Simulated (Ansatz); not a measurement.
# P (R-3m), an elastic constant from a strain scan

Level of theory: DFT PBEsol+D3(BJ), scalar-relativistic, plane waves, PAW (Ansatz 0.2.0). Cutoff 420 eV, Γ-centred 24×24×24 k-points, Gaussian smearing of 0.15 eV. No spin polarisation. Energies are free energies at this smearing, counted from the undisturbed cell; pressure is positive in compression.

Reference structure (relaxed at this level; this form isn't the usual structure):

```
P
1.0
     1.69670    0.97959    2.77752
    -1.69670    0.97959    2.77752
     0.00000   -1.95918    2.77752
P
2
Direct
  0.24129 0.24129 0.24129
  0.75871 0.75871 0.75871
```

The cell is strained by ε times the Voigt pattern (0, 0, 0, 0, 0, 1) (xx, yy, zz, yz, xz, xy; engineering shear) with fractional coordinates fixed. The cell holds 2 atoms in V0 = 27.70 Å³. The stress column is τ = (1/V0) dE/dε, got from the stress tensor σ (compression positive) at each point as −det(1 + εP) σ : P(1 + εP)⁻¹, with P the pattern as a tensor.

| ε | ΔE (meV/atom) | τ (GPa) |
| --- | --- | --- |
| -0.0350 | 5.135 | -3.354 |
| -0.0300 | 3.788 | -2.878 |
| -0.0250 | 2.646 | -2.409 |
| -0.0200 | 1.706 | -1.943 |
| -0.0150 | 0.967 | -1.474 |
| -0.0100 | 0.432 | -0.995 |
| 0.0000 | 0.000 | 0.000 |
| 0.0100 | 0.432 | 0.995 |
| 0.0150 | 0.967 | 1.474 |
| 0.0200 | 1.706 | 1.943 |
| 0.0250 | 2.646 | 2.409 |
| 0.0300 | 3.788 | 2.878 |
| 0.0350 | 5.135 | 3.354 |
| 0.0400 | ? | ? |

Problem. Which combination of elastic constants does this scan measure, and how large is it?

Solution. For small ε, τ = τ0 + Kε with K = pᵀCp, which for this pattern is C66 in the Cartesian frame shown. The parabola through τ at ε = -0.0100, 0 and 0.0100 has slope K = 99 GPa at zero. The energies per cell, E = NΔE, of the same two points give K = 2[E(ε₊)/ε₊ − E(ε₋)/ε₋]/[(ε₊ − ε₋)V0] = 100 GPa, in agreement. These are clamped-ion values.

Problem. Predict the withheld row at ε = 0.0400 from the harmonic law, and compare.

Solution. ΔE = V0(τ0 ε + Kε²/2)/N = 6.880 meV/atom and τ = 3.98 GPa. The calculation gives 6.688 meV/atom and 3.84 GPa, a miss of 2.8 % of the harmonic energy, so the harmonic law still holds here.

Forces appear on the atoms along this scan, and letting them relax would lower the energy and soften the response. In a metal these slopes depend on the k mesh and the smearing.

Cost: 8 runs of about 5.5 core-minutes in all, on AMD EPYC 9R45 (Zen 5) (shared hosts).